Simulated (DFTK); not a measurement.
# SnO2 (Cassiterite) under changes of volume

One of the cells (11.922 Å³/atom); the others are scaled copies at fixed shape and fractional positions:

```
Sn O
1.0
     4.73800    0.00000    0.00000
     0.00000    4.73800    0.00000
     0.00000    0.00000    3.18650
Sn O
2 4
Direct
  0.50000 0.50000 0.50000
  0.00000 0.00000 0.00000
  0.80710 0.19290 0.50000
  0.69290 0.69290 0.00000
  0.19290 0.80710 0.50000
  0.30710 0.30710 0.00000
```

```yaml
Program: DFTK 0.8.2
Functional: PBEsol
Potentials_or_basis: SPMS 1.0 (PBE)
Cutoff: 816 eV
k_mesh: 4 × 4 × 5
Occupations: fermi-dirac, width 0.05 eV
Spin: no spin polarisation
```

| volume (Å³/atom) | energy over the lowest point (meV/atom) | gap on the mesh (eV) | largest force (eV/Å) |
| --- | --- | --- | --- |
| 11.207 | 49.70 | 1.85 | 0.447 |
| 11.445 | 25.97 | 1.59 | 0.352 |
| 11.684 | 10.48 | 1.34 | 0.262 |
| 11.922 | ? | ? | ? |
| 12.161 | 0.00 | 0.87 | 0.103 |
| 12.399 | 3.52 | 0.65 | 0.031 |
| 12.637 | 12.97 | 0.45 | 0.035 |

**Question.** What does the run at 11.922 Å³/atom give?

**Answer.** Energy over the lowest point 1.93 meV/atom; gap on the mesh 1.10 eV; largest force 0.178 eV/Å.

Worked out: A Birch-Murnaghan fit of order 3 (a polynomial in V^(-2/3)) to the other rows has its minimum at 12.12 Å³/atom with B0 = V·E''(V) = 204 GPa and B' = 4.0 at fixed shape and positions, which overstates the stiffness. It gives 1.90 meV/atom at 11.922 Å³/atom, against the run's 1.93. A straight line through the other rows of the gap, of slope -11.7 eV per unit of ln V (its deformation potential), gives 1.11 eV, against the run's 1.10.

Energies are extrapolated to zero smearing.

Caveats: the potentials were made for another functional, which shifts forces and pressure; spin-orbit coupling is left out, which moves the levels of the heavy elements.
